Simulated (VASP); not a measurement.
# C (Fd-3m) in VASP: notebook, part 2 of 2

VASP 6.6.1. The steps go on from the part before.

**4. Relaxation of cell and atoms, revPBE+D3**

Contents of INCAR:

```
SYSTEM = C
PREC     = Accurate       ! precision mode
ENCUT    = 600            ! plane-wave cutoff, eV
EDIFF    = 1E-6           ! SCF threshold, eV
ISMEAR   = -1             ! smearing method
SIGMA    = 0.05           ! smearing width, eV
LREAL    = .False.        ! projectors in reciprocal space
LASPH    = .True.         ! aspherical terms in the spheres
NELM     = 80             ! most SCF steps
ALGO     = Fast           ! electronic algorithm
ISIF     = 3              ! what is computed and relaxed
LWAVE    = .False.        ! write WAVECAR
LCHARG   = .False.        ! write CHGCAR
GGA      = RE             ! functional
IVDW     = 11             ! dispersion correction
IBRION   = 2              ! ionic algorithm
NSW      = 60             ! ionic steps
EDIFFG   = -0.01          ! ionic threshold
```

Contents of KPOINTS:

```
regular mesh
0
Gamma
  13 13 13
  0 0 0
```

Contents of POSCAR:

```
C
1.0
    0.0000000000      1.7833700000      1.7833700000
    1.7833700000      0.0000000000      1.7833700000
    1.7833700000      1.7833700000      0.0000000000
C
2
Direct
    0.7500000000      0.7500000000      0.7500000000
    0.5000000000      0.5000000000      0.5000000000
```

Potentials or basis: VASP PAW PBE potentials, release 64 (C).

On the command line:

```sh
$ cat potpaw_PBE.64/C/POTCAR > POTCAR
$ mpirun -np 1 vasp_std > vasp.out
```

OUTCAR:

```text
SYSTEM = C
   PREC = Accurate
   ENCUT = 600
   EDIFF = 1E-6
   ISMEAR = -1
   LREAL = .False.
   LASPH = .True.
   NELM = 80
   ISIF = 3
   GGA = RE
   IVDW = 11
   IBRION = 2
   NSW = 60
   EDIFFG = -0.01
 IVDW          = 11

 ion  position               nearest neighbor table
   1  0.750  0.750  0.750-   2 1.54   2 1.54   2 1.54   2 1.54
   2  0.500  0.500  0.500-   1 1.54   1 1.54   1 1.54   1 1.54

  LATTYP: Found a face centered cubic cell.
 ALAT       =     3.5667400000

  Lattice vectors:

 A1 = (   0.0000000000,   1.7833700000,   1.7833700000)
 A2 = (   1.7833700000,   0.0000000000,   1.7833700000)
 A3 = (   1.7833700000,   1.7833700000,   0.0000000000)

Analysis of symmetry for initial positions (statically):
=====================================================================
 Subroutine PRICEL returns:
 Original cell was already a primitive cell.

 Routine SETGRP: Setting up the symmetry group for a
 face centered cubic supercell.

 Subroutine GETGRP returns: Found 48 space group operations
 (whereof 24 operations were pure point group operations)
 out of a pool of 48 trial point group operations.

The static configuration has the point symmetry T_d .
 The point group associated with its full space group is O_h .

Analysis of symmetry for dynamics (positions and initial velocities):
[... 152 lines left out ...]

 number of electron       7.9999999 magnetization

 Free energy of the ion-electron system (eV)
  ---------------------------------------------------
  ext. energy  EPLUGINS =         0.00000000
  ---------------------------------------------------
  free energy    TOTEN  =       -17.38169434 eV

  energy without entropy =      -17.38169434  energy(sigma->0) =      -17.38169434

------------------------ aborting loop because EDIFF is reached ----------------------------------------

 Edisp (eV)   -0.41284

 E8    (eV) :    -0.1157
[... 71 lines left out ...]
--------------------------------------- Ionic step        3  -------------------------------------------

 number of electron       7.9999999 magnetization

 Free energy of the ion-electron system (eV)
  ---------------------------------------------------
  ext. energy  EPLUGINS =         0.00000000
  ---------------------------------------------------
  free energy    TOTEN  =       -17.38347228 eV

  energy without entropy =      -17.38347228  energy(sigma->0) =      -17.38347228

 E-fermi :  10.6994     XC(G=0): -13.1666

 val. band max:        9.7518929885   @ k =   0.0000   0.0000   0.0000
 cond. band min:      13.8760241018   @ k =   0.3846   0.3846   0.0000
 fundamental gap:      4.1241311133
 Fermi energy:        10.6993549206

 k-point     1 :       0.0000    0.0000    0.0000
  band No.  band energies     occupation
      1     -11.7219      2.00000
      2       9.7519      2.00000
      3       9.7519      2.00000
      4       9.7519      2.00000
      5      15.3309      0.00000
      6      15.3309      0.00000
      7      15.3309      0.00000
      8      22.9273      0.00000
[... 243 lines left out ...]
 k-point    24 :       0.4615    0.1538    0.0000
  band No.  band energies     occupation
      1      -6.7295      2.00000
      2      -1.4811      2.00000
      3       5.3169      2.00000
      4       5.8580      2.00000
      5      16.8168      0.00000
      6      20.3213      0.00000
      7      20.5725      0.00000
      8      23.6661      0.00000

 [... further k-points ...]

------------------------ aborting loop because EDIFF is reached ----------------------------------------

 Edisp (eV)   -0.41141

 E8    (eV) :    -0.1153
[... 25 lines left out ...]
  FREE ENERGIE OF THE ION-ELECTRON SYSTEM (eV)
  ---------------------------------------------------
  free  energy   TOTEN  =       -17.7948854350 eV

  energy  without entropy=      -17.7948854349  energy(sigma->0) =      -17.79488543

 reached required accuracy - stopping structural energy minimisation
```

OSZICAR:

```text
N       E                     dE             d eps       ncg     rms          rms(c)
DAV:   1     0.258821962415E+01    0.25882E+01   -0.55503E+03  1400   0.108E+03
DAV:   2    -0.178430185411E+02   -0.20431E+02   -0.19603E+02  2240   0.123E+02
[... 16 lines left out ...]
RMM:   5    -0.173846563485E+02   -0.11270E-07   -0.11571E-06  1001   0.120E-02
   2 F= -.17794394E+02 E0= -.17794394E+02  d E =0.141215E-03
       N       E                     dE             d eps       ncg     rms          rms(c)
DAV:   1    -0.173836118033E+02    0.10445E-02   -0.10127E-02  1632   0.105E+00    0.897E-02
RMM:   2    -0.173835109012E+02    0.10090E-03   -0.62406E-05  1344   0.863E-02    0.476E-02
RMM:   3    -0.173834715305E+02    0.39371E-04   -0.77627E-05  1344   0.827E-02    0.641E-03
RMM:   4    -0.173834722838E+02   -0.75327E-06   -0.46540E-06  1325   0.265E-02
   3 F= -.17794885E+02 E0= -.17794885E+02  d E =-.349983E-03
```

Run time: 23 s. Hardware: 1 thread of AMD EPYC 7R43 (Zen 3), shared host; peak memory 0.1 GiB.

Results:

| Property | Result |
| --- | --- |
| Free energy | -17.7949 eV |
| Relaxed volume | 5.70 Å³/atom |
| Relaxed cell | a = 2.526 Å, b = 2.526 Å, c = 2.526 Å, α = 60.00°, β = 60.00°, γ = 60.00° |
| Space group after relaxing (to 0.05 Å) | Fd-3m (No. 227) |
| Energy gained by relaxing | 0.2 meV/atom |
| Ionic steps | 3 |
| Pressure after relaxing | 0.0 GPa |
| Band gap on the k mesh | 4.12 eV, indirect (least direct gap 5.58 eV) |
| Dispersion energy per atom | -0.206 eV |

The path:
```
step  energy change (eV)  largest force (eV/Å)  pressure (GPa)  volume (Å³)
   1              0.0000                0.0000            2.06        11.34
   2              0.0001                0.0000           -2.39        11.46
   3             -0.0003                0.0000           -0.01        11.40
```

Final structure:
```
CELL_PARAMETERS angstrom
0.00000 1.78624 1.78624
1.78624 0.00000 1.78624
1.78624 1.78624 0.00000
ATOMIC_POSITIONS crystal
C 0.75000 0.75000 0.75000
C 0.50000 0.50000 0.50000
```

Caveat: the PAW data sets were made with another functional, which shifts forces and pressure a little; an odd mesh through Γ misses points on the zone boundary, where band edges often lie.

**5. Relaxation of cell and atoms, revPBE+D3(BJ)**

Contents of INCAR:

```
PREC     = Accurate       # precision mode
ENCUT    = 600            # plane-wave cutoff, eV
EDIFF    = 1E-6           # SCF threshold, eV
ISMEAR   = -1             # smearing method
SIGMA    = 0.05           # smearing width, eV
LREAL    = False          # projectors in reciprocal space
LASPH    = True           # aspherical terms in the spheres
NELM     = 100            # most SCF steps
ALGO     = Normal         # electronic algorithm
ISIF     = 3              # what is computed and relaxed
LWAVE    = False          # write WAVECAR
LCHARG   = False          # write CHGCAR
GGA      = RE             # functional
IVDW     = 12             # dispersion correction
IBRION   = 2              # ionic algorithm
NSW      = 60             # ionic steps
EDIFFG   = -0.005         # ionic threshold
```

Contents of KPOINTS:

```
regular mesh
0
Gamma
  13 13 13
```

POSCAR is that of step 4.

On the command line:

```sh
$ cat potpaw_PBE.64/C/POTCAR > POTCAR
$ mpirun -np 1 vasp_std > vasp.out
```

Run time: 22 s. Hardware: 1 thread of AMD EPYC 7R43 (Zen 3), shared host; peak memory 0.1 GiB.

Results (log left out):

```
Free energy                            : -18.1747 eV
Relaxed volume                         : 5.61 Å³/atom
Relaxed cell                           : a = 2.513 Å, b = 2.513 Å, c = 2.513 Å, α = 60.00°, β = 60.00°, γ = 60.00°
Space group after relaxing (to 0.05 Å) : Fd-3m (No. 227)
Energy gained by relaxing              : 0.9 meV/atom
Ionic steps                            : 3
Pressure after relaxing                : 0.0 GPa
Band gap on the k mesh                 : 4.16 eV, indirect (least direct gap 5.62 eV)
Dispersion energy per atom             : -0.400 eV
```

The path:
```
step  energy change (eV)  largest force (eV/Å)  pressure (GPa)  volume (Å³)
   1              0.0000                0.0000           -4.71        11.34
   2              0.0009                0.0000            6.01        11.07
   3             -0.0018                0.0000           -0.01        11.22
```

Final structure:
```yaml
crystal:
  lattice:
    - [0.00000, 1.77689, 1.77689]
    - [1.77689, 0.00000, 1.77689]
    - [1.77689, 1.77689, 0.00000]
  atoms:
    - { symbol: C, position: [0.75000, 0.75000, 0.75000] }
    - { symbol: C, position: [0.50000, 0.50000, 0.50000] }
```

Levels at points of the mesh, in eV from the valence-band top:
| k point | band 1 | band 2 | band 3 | band 4 | band 5 | band 6 | band 7 | band 8 |
| --- | --- | --- | --- | --- | --- | --- | --- | --- |
| (0.00, 0.00, 0.00) | -21.69 | 0.00 | 0.00 | 0.00 | 5.62 | 5.62 | 5.62 | 13.54 |

Caveat: the PAW data sets were made with another functional, which shifts forces and pressure a little; an odd mesh through Γ misses points on the zone boundary, where band edges often lie.

**6. The runs side by side**

| level | gap on the mesh (eV) | pressure (GPa) | relaxed volume (Å³/atom) |
| --- | --- | --- | --- |
| RPBE+D3(BJ) | 4.19 | -0.1 | 5.53 |
| RPBE+D4 | 4.17 | 0.0 | 5.59 |
| revPBE+D3 | 4.12 | 0.0 | 5.70 |
| revPBE+D3(BJ) | 4.16 | 0.0 | 5.61 |

Alike in all rows: task relaxation of cell and atoms; potentials or basis VASP PAW PBE potentials, release 64 (C); no spin polarisation; cell relaxed; k mesh 13 × 13 × 13; cutoff (eV) 600; smearing fermi-dirac 0.05 eV.

Caveats: the PAW data sets were made with another functional, which shifts forces and pressure a little; an odd mesh through Γ misses points on the zone boundary, where band edges often lie.

Total energies depend on the potentials used, so only differences within one code and one set of settings carry meaning.

**7. How close it comes**

Step 2. The cell as given is a measured one (5.67 Å³/atom); RPBE+D3(BJ) puts the equilibrium volume -2.5 % from it, thermal expansion not counted.

Step 3. The cell as given is a measured one (5.67 Å³/atom); RPBE+D4 puts the equilibrium volume -1.4 % from it, thermal expansion not counted.

Step 4. The cell as given is a measured one (5.67 Å³/atom); revPBE+D3 puts the equilibrium volume +0.5 % from it, thermal expansion not counted.

Step 5. The cell as given is a measured one (5.67 Å³/atom); revPBE+D3(BJ) puts the equilibrium volume -1.1 % from it, thermal expansion not counted.
